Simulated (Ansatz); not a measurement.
# WSi2N4 bilayer (AB) in a perpendicular field, part 2 of 3

What dipole does a perpendicular field induce in the WSi2N4 bilayer (AB), and does the gap follow? A positive field points along +c.

Ansatz 0.2.0; plane-wave DFT, PBE-D3(BJ), Ansatz PAW.

So far, gap on the k-mesh (eV): step 2 (relaxation) 2.23.

### 3. Atoms held, field 0, start network

A sawtooth potential applies the field, turning back in the middle of the vacuum. With the dipole correction the typed value is the field outside the slab. The induced dipole is small, so the SCF threshold is tight.

The cell differs from the one that the last finished run ended in (c 65.802 → 35.047 Å).

Contents of input.yaml:

```yaml
crystal:
  lattice:
    - [2.8894549143, 0.0, 0.0]
    - [-1.4447274572, 2.5023413589, 0.0]
    - [0.0, 0.0, 35.0466550802]
  atoms:
    - { symbol: "N", position: [0.0, 0.0, 0.2568005414] }
    - { symbol: Si, position: [0.3333333333, 0.6666666667, 0.2717261916] }
    - { symbol: "N", position: [0.3333333333, 0.6666666667, 0.3217033145] }
    - { symbol: W, position: [0.0, 0.0, 0.3577619956] }
    - { symbol: "N", position: [0.3333333333, 0.6666666667, 0.393808657] }
    - { symbol: Si, position: [0.3333333333, 0.6666666667, 0.4437579445] }
    - { symbol: "N", position: [0.0, 0.0, 0.4585278694] }
    - { symbol: "N", position: [0.3333333333, 0.6666666667, 0.5414418799] }
    - { symbol: Si, position: [0.6666666667, 0.3333333333, 0.5562486116] }
    - { symbol: "N", position: [0.6666666667, 0.3333333333, 0.6061944167] }
    - { symbol: W, position: [0.3333333333, 0.6666666667, 0.6422368714] }
    - { symbol: "N", position: [0.6666666667, 0.3333333333, 0.6782967035] }
    - { symbol: Si, position: [0.6666666667, 0.3333333333, 0.7282737945] }
    - { symbol: "N", position: [0.3333333333, 0.6666666667, 0.7431994586] }
kpoints:
  mp_grid: { grid: [18, 18, 1] }
  band_path:
    path: [[0, 0, 0], [0.5, 0, 0], [0.33333333, 0.33333333, 0], [0, 0, 0]]
    npoints: 16
hamiltonian:
  xc: pbe
  dispersion: d3bj
scf:
  occupations: { method: fermi_dirac, width: 0.02585 }
  convergence: { dr2_threshold: 1.0e-10 }
efield:
  axis: 3
  dipole_correction: true
  ramp_position: 0.97
  ramp_width: 0.06
  amplitude: 0
output:
  dos: { projected: true, e_range: [-6, 5] }
  write_potential: true
  write_density: true
  volumetric_format: npy
  elf: true
```

Started as:

```console
ansatz run input.yaml --threads 4 --pin off --max-ram 8192MiB --backend cpu --events-out ev --progress --plain --runs-dir out
```

Numbers of over 12 decimals in the logs are rounded to 6 here.

The log of the run:

```text
[...]
Crystal: 14 atoms, lattice volume = 253.401 Å³
Basis set: ecut = 420 eV, 4941 PW (Γ)
Bands: 56, of which v1, the nominal top of the filled ones, is band 42 counted from 1 (41 counted from 0)
Symmetry: 6 space group operations
[...]
k-points: 37 of 324 (time reversal used)
[...]
SCF iter   1: F=—  HF=-26401.415598 eV  |F-HF|=—  |Δ(HF+E_count)|=         —  Δρ=4.65e-3  dr2=6.27e-2  ethr=1.77e-3  p=0.001 e·Å  D=9.93e-4 V/Å  ΔV_dip=-0.03 eV  dr2_dipole=1.40e-4  V_vac-E_F(+/−)=4.01/4.05 eV  ⟨swp⟩=9.5  Hψ=11891  notcnv=0  defer=57
efield: sawtooth ramp at fractional position 0.9700 (set: `efield.ramp_position`, or a place that a band, a saddle search or an elastic batch's reference lends), width 0.0600; the density the first Hamiltonian is built on has a dipole p = 0.001 e·Å; the dipole correction subtracts the counter field D = 9.93e-4 V/Å, which shifts the + side's vacuum level by -0.03 eV against the − side's; the planar-averaged density in the ramp window peaks in size at 1.1e-5 e/Å³
[...]
SCF iter   2: F=—  HF=-26401.414112 eV  |F-HF|=—  |Δ(HF+E_count)|=   1.49e-3  Δρ=2.54e-3  dr2=1.13e-2  ethr=7.47e-5  p=0.004 e·Å  D=3.06e-3 V/Å  ΔV_dip=-0.11 eV  dr2_dipole=1.40e-5  V_vac-E_F(+/−)=3.89/4.00 eV  ⟨swp⟩=3.7  Hψ=4109  notcnv=0  defer=310
[...]
SCF iter  13: F=-26401.416648 eV  HF=-26401.416648 eV  |F-HF|=4.73e-11  |Δ(HF+E_count)|=  5.09e-11  Δρ=7.50e-8  dr2=2.84e-11  ethr=1.00e-12  p=0.006 e·Å  D=4.32e-3 V/Å  ΔV_dip=-0.15 eV  dr2_dipole=2.31e-13  V_vac-E_F(+/−)=4.06/4.21 eV  ⟨swp⟩=2.1  Hψ=3481  notcnv=0
SCF 1 converged in 13 iterations: F = -26401.416648 eV  dr2 = 2.84e-11
[...]
NSCF: frozen V_eff on 49 k-points
efield: sawtooth ramp at fractional position 0.9700 (kept from the solve that this one continues, or follows in the run), width 0.0600; the density the first Hamiltonian is built on has a dipole p = 0.006 e·Å; the dipole correction subtracts the counter field D = 4.32e-3 V/Å, which shifts the + side's vacuum level by -0.15 eV against the − side's; the planar-averaged density in the ramp window peaks in size at 5.8e-7 e/Å³
[...]
SCF converged after 13 iterations
Free energy (F): -26401.416648 eV
[...]
Internal energy: -26401.416648 eV  (E = F + TS)
E sigma→0 (E₀):  -26401.416648 eV
Fermi energy:    5.972746 eV
Dipole field:    D = 0.004325 V/Å  (p = 0.006057 e·Å, saw-weighted, corrected)
Work function:   Φ+ = 4.0569 eV   Φ− = 4.2086 eV
Levels:          The Fermi level and band energies are counted from a zero that moves with the ramp; work functions are not
[...]
--- Band table (eV; the first three rows and the last of 37) ---
  k-point 0: bands = [... 38 lower, 2.3579, 2.5545, 4.6865, 4.8624, 7.8045, 7.8045, 7.9554, 7.9554, ... 10 higher]
  k-point 1: bands = [... 38 lower, 2.3633, 2.6185, 4.6573, 4.8240, 7.6798, 7.8034, 7.8341, 7.9544, ... 10 higher]
  k-point 2: bands = [... 38 lower, 2.3935, 2.6454, 4.5058, 4.6599, 7.5336, 7.7034, 7.8064, 7.9575, ... 10 higher]
  k-point 36: bands = [... 38 lower, 3.0572, 3.2064, 4.3790, 4.5293, 7.1530, 7.3051, 8.1569, 8.2869, ... 10 higher]
```

Run time: 52 s. Hardware: 4 threads of Intel Xeon at 2.50GHz (Skylake/Cascade Lake), shared host; peak memory 1 GiB; 3.3 min of CPU time.

In the SCF lines HF is the Harris–Foulkes energy and dr2 the Hartree energy of the density residual, in eV; the loop may stop once dr2 is under the threshold and the program's other checks hold. Hψ counts applications of the Hamiltonian.

This step gave:

* dipole along the normal: 0.006057 e·Å
* gap along the path: 2.231 eV
* smallest direct gap along the path: 2.624 eV
* step between the vacuum levels: -0.1517 eV
* ionisation energy, upper face: 5.167 eV
* electron affinity, upper face: 2.937 eV
* ionisation energy, lower face: 5.319 eV
* gap, the smaller of path and mesh: 2.231 eV

Running mean over a fixed 2.8 Å (it still follows the layers) of the planar mean; the ramp of the sawtooth is left out. The electron's electrostatic potential energy less the Fermi level by z:

```tsv
z (Å)	electron's electrostatic potential energy less the Fermi level (eV)
4	4.21
5	4.21
6	4.19
7	3.65
8	-3.07
9	-9.20
10	-11.4
11	-10.1
12	-13.5
13	-13.7
14	-10.2
15	-11.5
16	-9.44
17	-4.49
18	-4.21
19	-9.46
20	-11.6
21	-10.3
22	-13.7
23	-13.8
24	-10.3
25	-11.6
26	-9.46
27	-3.66
28	3.39
29	4.03
30	4.06
31	4.06
```

The density of states has structure finer than the step of the table below, so its rows give means over 0.25 eV, whole bins alone (the curve runs from -6 to 3.1 eV). Peaks (eV: height): -3.900: 12.7, -3.820: 12.6, -3.570: 19.7, -2.280: 13.3, 1.530: 15.4, 1.720: 17.5, 2.410: 11.3.

Density of states against energy, zero at the Fermi level of the run, which the smearing sets inside the gap; means over each step:

```tsv
energy (eV)	density of states (states/eV a cell)
-5.75	4.73
-5.50	5.76
-5.25	6.80
-5.00	7.05
-4.75	7.87
-4.50	7.00
-4.25	7.83
-4.00	8.17
-3.75	9.84
-3.50	9.74
-3.25	3.61
-3.00	1.54
-2.75	0.320
-2.50	2.90
-2.25	6.61
-2.00	3.18
-1.75	2.02
-1.50	1.07
-1.25	0.607
-1.00	0.0226
-0.75	0
-0.50	0
-0.25	0
0.00	0
0.25	0
0.50	0
0.75	0
1.00	0.00317
1.25	0.780
1.50	6.48
1.75	9.22
2.00	4.79
2.25	6.53
2.50	9.04
2.75	5.78
```

Projected DOS per atom over height of the atomic layer and energy from the Fermi level. Layers: N Si N W N Si N N Si N W N Si N from below.

Values in states/eV, 22 rows by 14 columns, each cell a mean:
```
0.09 0.21 0.17 1.61 0.17 0.21 0.09 0.06 0.14 0.13 1.30 0.13 0.16 0.07
0.29 0.53 0.27 1.63 0.28 0.54 0.29 0.26 0.48 0.29 1.94 0.28 0.49 0.26
0.13 0.30 0.27 1.12 0.27 0.29 0.13 0.15 0.32 0.26 1.08 0.25 0.34 0.16
0.25 0.43 0.34 1.72 0.34 0.44 0.25 0.28 0.50 0.42 2.01 0.43 0.50 0.28
0.01 0.03 0.00 0.05 0.00 0.03 0.01 0.04 0.11 0.02 0.21 0.02 0.08 0.03
0.00 0.00 0.00 0.00 0.00 0.00 0.00 0.00 0.00 0.00 0.00 0.00 0.00 0.00
0.00 0.00 0.00 0.00 0.00 0.00 0.00 0.00 0.00 0.00 0.00 0.00 0.00 0.00
0.00 0.00 0.00 0.00 0.00 0.00 0.00 0.00 0.00 0.00 0.00 0.00 0.00 0.00
0.00 0.00 0.00 0.00 0.00 0.00 0.00 0.00 0.00 0.00 0.00 0.00 0.00 0.00
0.00 0.00 0.00 0.00 0.00 0.00 0.00 0.00 0.00 0.00 0.00 0.00 0.00 0.00
0.01 0.01 0.03 0.23 0.03 0.01 0.01 0.01 0.01 0.02 0.13 0.02 0.01 0.01
0.02 0.01 0.09 0.73 0.09 0.01 0.02 0.02 0.01 0.06 0.51 0.06 0.01 0.02
0.07 0.03 0.24 2.19 0.24 0.03 0.07 0.04 0.02 0.14 1.22 0.14 0.02 0.04
0.01 0.01 0.04 0.43 0.04 0.01 0.02 0.06 0.03 0.18 1.73 0.18 0.03 0.06
0.19 0.00 0.14 0.01 0.14 0.00 0.19 0.11 0.00 0.08 0.01 0.08 0.00 0.10
0.57 0.02 0.74 0.15 0.76 0.02 0.74 0.51 0.01 0.43 0.08 0.39 0.01 0.31
1.32 0.04 1.24 0.51 1.19 0.04 1.07 1.14 0.04 1.15 0.37 1.22 0.04 1.34
0.62 0.04 0.90 0.57 0.90 0.04 0.56 0.59 0.04 1.03 0.55 0.97 0.03 0.69
0.63 0.06 0.85 0.61 0.79 0.04 0.53 0.47 0.04 0.72 0.56 0.85 0.05 0.66
0.56 0.08 0.84 0.57 0.90 0.08 0.67 0.72 0.07 0.96 0.65 0.88 0.07 0.59
0.59 0.10 0.46 0.41 0.49 0.09 0.61 0.62 0.09 0.64 0.46 0.62 0.09 0.59
0.57 0.13 0.30 0.35 0.30 0.12 0.55 0.55 0.11 0.35 0.37 0.34 0.11 0.56
```
Columns: height of the atomic layer (Å) from 9 to 26.0 (not evenly spaced); rows upwards: energy from the Fermi level (eV) from -5.96 to 3.04.

The electronic bands at the labelled points (eV, zero at the Fermi level of the run, which the smearing sets inside the gap):

```tsv
point	band 39	band 40	band 41	band 42	band 43	band 44	band 45	band 46
Γ	-3.61	-3.42	-1.29	-1.11	1.83	1.83	1.98	1.98
halfway	-3.85	-3.54	-2.28	-2.13	1.58	1.74	2.01	2.16
M	-3.35	-3.20	-2.43	-2.28	1.12	1.29	1.44	1.61
halfway	-3.32	-3.13	-2.06	-1.91	1.96	2.12	2.23	2.40
K	-2.92	-2.77	-1.59	-1.44	1.18	1.33	2.18	2.31
halfway	-3.80	-3.59	-2.41	-2.26	1.51	1.66	2.50	2.57
Γ	-3.61	-3.42	-1.29	-1.11	1.83	1.83	1.98	1.98
```

Electrostatic potential energy in the ca plane at fractional y = 0.667, with atoms of Si and N and W within 0.2 Å of it. With pseudopotentials it is smooth inside the atoms' cores, unlike the true potential.

Ten even steps from '0' (-58 eV) to '9' (10 eV), each cell a mean:
```
99999999999999888999997656899999888999999877
99999999999999888999997656899999888999999876
99999999999999877889988767889988778999999887
99999999999998633587557888755875336899998657
99999999999997300265005888501562004799997103
99999999999997300264005888400562003799996103
99999999999998522577447888745774236899998546
99999999999999877889988777889987778999999887
```
Columns run along c (16.0 Å, from fractional 0.11 to 0.57 of the cell; values clipped at the 3rd and 97th percentile), rows up along a (2.9 Å). Atoms in or near the plane, at fractional coordinates: Si at (0.27, 0.33), N at (0.32, 0.33), N at (0.39, 0.33), Si at (0.44, 0.33), N at (0.54, 0.33).

Valence density in the ca plane at fractional y = 0.667, with atoms of Si and N and W within 0.2 Å of it. It is the smooth field of the valence electrons, not physical close to the nuclei.

Ten even steps from '0' (0.0 e/Å³) to '9' (5.0 e/Å³), each cell a mean:
```
00000110000000000000110000110000000000000000
00000110000000000000110000110000000000000000
10000110000000110000001121000000111000000000
32100000000002331000013674100000233100000000
65210000000015652000016998200001466200000000
75210000000015752000016998200001466300000000
42100000000002431000013785100000243100000000
10000110000000110000001221000000111000000000
```
Columns run along c (16.0 Å, from fractional 0.40 to 0.85 of the cell), rows up along a (2.9 Å). Atoms in or near the plane, at fractional coordinates: Si at (0.44, 0.33), N at (0.54, 0.33), W at (0.64, 0.33), N at (0.74, 0.33).

ELF in the ca plane at fractional y = 0.667, with atoms of Si and N and W within 0.2 Å of it. It is the smooth field of the valence electrons, not physical close to the nuclei.

Ten even steps from '0' (0.00) to '9' (0.87), each cell a mean:
```
00000000000000000135788631122125312211268875
00000000000000000136788631112135311210267876
00000000000000000024688632466422236653368864
00000000000000000012465336888841378887335642
00000000000000000001221249954851485499522221
00000000000000000001211249943751484399522121
00000000000000000002454237888841388888424542
00000000000000000024688633577422247753368864
```
Columns run along c (16.0 Å, from fractional 0.04 to 0.49 of the cell), rows up along a (2.9 Å). Atoms in or near the plane, at fractional coordinates: Si at (0.27, 0.33), N at (0.32, 0.33), N at (0.39, 0.33), Si at (0.44, 0.33).

The gap is 2.23 eV, with the valence edge 5.17 eV and the conduction edge 2.94 eV under the upper vacuum level. Spin-orbit coupling, left out in this run, matters for the bands of elements this heavy.

### 4. Single point, field 0.1 V/Å

Edit input.yaml of step 3 so:

```diff
@@ -34,7 +34,6 @@
   dipole_correction: true
-  ramp_position: 0.97
-  ramp_width: 0.06
-  amplitude: 0
+  ramp_position: 0.9546
+  ramp_width: 0.0907
+  amplitude: 0.1
 output:
-  dos: { projected: true, e_range: [-6, 5] }
   write_potential: true
@@ -42,2 +41 @@
   volumetric_format: npy
-  elf: true
```

The log of the run:

```text
[...]
Crystal: 14 atoms, lattice volume = 253.401 Å³
Basis set: ecut = 420 eV, 4941 PW (Γ)
Bands: 56, of which v1, the nominal top of the filled ones, is band 42 counted from 1 (41 counted from 0)
Symmetry: 6 space group operations
[...]
k-points: 37 of 324 (time reversal used)
[...]
k-point 0: bands = [... 38 lower, 2.3169, 2.5477, 4.7161, 4.8325, 7.8446, 7.8446, 7.9149, 7.9149, ... 10 higher]
  k-point 1: bands = [... 38 lower, 2.3619, 2.6069, 4.6897, 4.7914, 7.7144, 7.7985, 7.8436, 7.9139, ... 10 higher]
  k-point 2: bands = [... 38 lower, 2.4049, 2.6311, 4.5439, 4.6216, 7.5613, 7.6745, 7.8467, 7.9169, ... 10 higher]
  k-point 36: bands = [... 38 lower, 3.0946, 3.1726, 4.4184, 4.4894, 7.1943, 7.2634, 8.1772, 8.2672, ... 10 higher]
[key lines of the parts left out:]
SCF converged after 15 iterations
Free energy (F): -26401.420371 eV
Fermi energy:    5.980980 eV
Dipole field:    D = 0.048843 V/Å  (p = 0.068399 e·Å, saw-weighted, corrected)
```

It took 53 s on 4 threads; peak memory 0.96 GiB.

The dipole is 0.0684 e·Å, 0.0623 e·Å from its value without field, and the gap 2.312 eV.

### 5. Single point, field -0.1 V/Å

Edit input.yaml of step 4 so:

```diff
@@ -36,3 +36,3 @@
   ramp_width: 0.0907
-  amplitude: 0.1
+  amplitude: -0.1
 output:
```

The log of the run:

```text
[...]
Crystal: 14 atoms, lattice volume = 253.401 Å³
Basis set: ecut = 420 eV, 4941 PW (Γ)
Bands: 56, of which v1, the nominal top of the filled ones, is band 42 counted from 1 (41 counted from 0)
Symmetry: 6 space group operations
[...]
k-points: 37 of 324 (time reversal used)
[...]
k-point 0: bands = [... 38 lower, 2.4685, 2.5982, 4.5837, 4.9649, 7.6934, 7.6934, 8.0658, 8.0658, ... 10 higher]
  k-point 1: bands = [... 38 lower, 2.3998, 2.6838, 4.5518, 4.9293, 7.5683, 7.6924, 7.9432, 8.0648, ... 10 higher]
  k-point 2: bands = [... 38 lower, 2.3459, 2.7198, 4.3963, 4.7692, 7.4264, 7.6954, 7.8067, 8.0679, ... 10 higher]
  k-point 36: bands = [... 38 lower, 2.9456, 3.3222, 4.2681, 4.6397, 7.0419, 7.4155, 8.0451, 8.3951, ... 10 higher]
[key lines of the parts left out:]
SCF converged after 15 iterations
Free energy (F): -26401.419159 eV
Fermi energy:    5.970216 eV
Dipole field:    D = -0.040187 V/Å  (p = -0.056277 e·Å, saw-weighted, corrected)
```

The job ended after 54 s (4 threads; peak memory 0.96 GiB).

The dipole is -0.0563 e·Å, -0.0623 e·Å from its value without field, and the gap 2.019 eV.

### 6. Single point, field 0.2 V/Å

Edit input.yaml of step 5 so:

```diff
@@ -36,3 +36,3 @@
   ramp_width: 0.0907
-  amplitude: -0.1
+  amplitude: 0.2
 output:
```

The log of the run:

```text
[...]
Crystal: 14 atoms, lattice volume = 253.401 Å³
Basis set: ecut = 420 eV, 4941 PW (Γ)
Bands: 56, of which v1, the nominal top of the filled ones, is band 42 counted from 1 (41 counted from 0)
Symmetry: 6 space group operations
[...]
k-points: 37 of 324 (time reversal used)
[...]
k-point 0: bands = [... 38 lower, 2.4272, 2.5805, 4.6215, 4.9265, 7.7333, 7.7333, 8.0247, 8.0247, ... 10 higher]
  k-point 1: bands = [... 38 lower, 2.3731, 2.6579, 4.5904, 4.8901, 7.6038, 7.7323, 7.9046, 8.0237, ... 10 higher]
  k-point 2: bands = [... 38 lower, 2.3613, 2.6912, 4.4361, 4.7288, 7.4591, 7.7355, 7.7707, 8.0267, ... 10 higher]
  k-point 36: bands = [... 38 lower, 2.9868, 3.2918, 4.3073, 4.5993, 7.0832, 7.3733, 8.0658, 8.3760, ... 10 higher]
[key lines of the parts left out:]
SCF converged after 15 iterations
Free energy (F): -26401.430328 eV
Fermi energy:    5.970706 eV
Dipole field:    D = 0.093368 V/Å  (p = 0.130751 e·Å, saw-weighted, corrected)
```

Wall time 55 s (4 threads); peak memory 0.96 GiB.

The dipole is 0.131 e·Å, 0.125 e·Å from its value without field, and the gap 2.097 eV.

[end of part 2 of 3]

[Logs are printed without paths, hosts, clocks, repeated set-up lines and the standing remarks that a program may print on its own settings, such as how far it seeks lower states.]

[Hosts, paths, dates, database ids (printed as entryN), source tags and the programs' standing remarks are cut or masked in the printed files.]

[Maps of the electrostatic potential energy from Ansatz leave out the sawtooth potential of an applied field or a dipole correction, so their vacuum need not be flat; planar profiles and work functions include it.]

[The density of states shown here was stored with 400 of the rows of the run's finer table, so its peaks can read low, often by over a quarter, or be missed, and its means over a window can be off by a tenth or more.]
